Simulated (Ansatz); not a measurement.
KI in Ansatz: the effect of exact exchange

KI:

```xyz
2
Lattice="4.2912 0.0000 0.0000 0.0000 4.2912 0.0000 0.0000 0.0000 4.2912" Properties=species:S:1:pos:R:3 pbc="T T T"
I     2.1456    2.1456    2.1456
K     0.0000    0.0000    0.0000
```

Measurements of this composition are mostly on another form, of space group No. 225.

Alike in all runs:

```yaml
Program: Ansatz 0.2.0
Task: single point
Functional: HSE06 form with a typed share of exact exchange
Potentials_or_basis: Ansatz PAW
Cutoff: "420 eV (not typed: the program's choice for these potentials)"
k_mesh: 3 × 3 × 3
Occupations: fermi-dirac, width 0.05 eV
Spin: no spin polarisation
```

```csv
exact exchange,gap on the mesh (eV),pressure (GPa)
0.05,3.65,0.7
0.1,3.86,0.7
0.15,4.06,0.6
0.2,4.27,0.6
0.25,4.48,0.5
0.3,?,?
0.4,5.11,0.4
0.5,5.54,0.3
```

**Question.** What does the run with exact exchange 0.3 give?

**Answer.** gap on the mesh 4.69 eV; pressure 0.5 GPa.

Worked out: A straight line through the other rows of the gap on the mesh, of slope 4.2 eV per unit of exact exchange, gives 4.69 eV, against the run's 4.69. A straight line through the other rows of the pressure, of slope -0.919 GPa per unit of exact exchange, gives 0.5 GPa, against the run's 0.5.

Caveats: all runs use coarse meshes; odd divisions of the mesh miss points on the zone boundary, where band edges often lie, so the gap on the mesh can be too wide; spin-orbit coupling is left out, which moves the levels of the heavy elements; the PAW data sets come from PBE, with cores solved anew for the run's functional, which leaves a small shift of forces and pressure; the thresholds are loose for stress.

A k mesh can miss the band edges.
